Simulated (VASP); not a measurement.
# Cu: intraband terms of a metal's spectrum

Cu, Cmcm (no. 63), 2 atoms in the cell. PBE, independent-particle dielectric function; PAW potentials Cu (PBE set).

## Input

INCAR.step1:
```
SYSTEM = Cu
PREC = Accurate
ENCUT = 340
ISMEAR = 1
SIGMA = 0.1
EDIFF = 1E-7
LASPH = .TRUE.
KPAR = 4
LWAVE = .FALSE.
LCHARG = .TRUE.
LMAXMIX = 4
```

INCAR.step2:
```
SYSTEM = Cu
PREC = Accurate
ENCUT = 340
ISMEAR = 0
SIGMA = 0.3
EDIFF = 1E-6
LASPH = .TRUE.
KPAR = 4
LWAVE = .TRUE.
LCHARG = .FALSE.
LMAXMIX = 4
ICHARG = 11
NBANDS = 29
NEDOS = 3000
OMEGAMAX = 30
CSHIFT = 0.1
```

INCAR.step3, as INCAR.step2 but for:
```
- LWAVE = .TRUE.
+ LWAVE = .FALSE.
+ LOPTICS = .TRUE.
+ ALGO = None
+ NELM = 1
+ ISTART = 1
```

INCAR.step4, as INCAR.step3 but for:
```
+ WPLASMAI = 0.03
```

INCAR.step5 to INCAR.step6 change the same tag again: WPLASMAI = 0.1, 0.3.

INCAR.step7, as INCAR.step6 but for:
```
- WPLASMAI = 0.3
+ RTIME = 5
```

INCAR.step8, as INCAR.step7 but for:
```
- RTIME = 5
+ RTIME = 1
```

INCAR.step9, as INCAR.step8 but for:
```
- RTIME = 1
+ LNABLA = .TRUE.
```

INCAR.step10, as INCAR.step9 but for:
```
- ISMEAR = 0
- LNABLA = .TRUE.
+ ISMEAR = -5
```

KPOINTS.step1:
```
k-points
0
Gamma
  11 11 11
```

KPOINTS.step2:
```
k-points
0
Gamma
  9 9 9
```

POSCAR:
```
Cu
1.0
    1.2184636900     -3.9763780104      0.0000000000
    1.2184636900      3.9763780104      0.0000000000
    0.0000000000      0.0000000000      2.4754955235
Cu
2
Direct
    0.8661333500      0.1338666500      0.7500000000
    0.1338666500      0.8661333500      0.2500000000
```

Commands (each step's output is kept before the next begins):
```
cat potpaw_PBE.64/Cu/POTCAR > POTCAR
cp INCAR.step1 INCAR
cp KPOINTS.step1 KPOINTS
mpirun -np 4 vasp_std > vasp.out
cp INCAR.step2 INCAR
cp KPOINTS.step2 KPOINTS
mpirun -np 4 vasp_std > vasp.out
cp INCAR.step3 INCAR
mpirun -np 4 vasp_std > vasp.out
cp INCAR.step4 INCAR
mpirun -np 4 vasp_std > vasp.out
cp INCAR.step5 INCAR
mpirun -np 4 vasp_std > vasp.out
cp INCAR.step6 INCAR
mpirun -np 4 vasp_std > vasp.out
cp INCAR.step7 INCAR
mpirun -np 4 vasp_std > vasp.out
cp INCAR.step8 INCAR
mpirun -np 4 vasp_std > vasp.out
cp INCAR.step9 INCAR
mpirun -np 4 vasp_std > vasp.out
cp INCAR.step10 INCAR
mpirun -np 4 vasp_std > vasp.out
```

## Result

- Bands: 29

One ground state, settings moved in the last step alone:

| Settings | Plasma frequency (eV) | Im ε at 0.5 eV | Im ε at 1 eV | Im ε at 2 eV | Im ε at 4 eV | Time (s) |
|---|---|---|---|---|---|---|
| interband part alone | 8.49 | 11.3 | 6.8 | 8.6 | 5.7 | 14 |
| Drude term, WPLASMAI 0.03 | 8.49 | 28.5 | 8.9 | 8.8 | 5.8 | 12 |
| Drude term, WPLASMAI 0.1 | 8.49 | 66.8 | 13.9 | 9.5 | 5.9 | 12 |
| Drude term, WPLASMAI 0.3 | 8.49 | 138.5 | 26.6 | 11.2 | 6.1 | 12 |
| relaxation time RTIME 5 fs | 8.49 | 82.3 | 16.1 | 9.7 | 5.9 | 11 |
| relaxation time RTIME 1 fs | 8.49 | 150.2 | 39.9 | 13.9 | 6.5 | 12 |
| transversal form (LNABLA) | 8.63 | 11.6 | 6.8 | 8.3 | 5.6 | 12 |
| tetrahedron method | – | – | – | – | – | no result |

VASP 6.6.1 took 137 s on 4 cores (AMD EPYC 7571), a shared host.
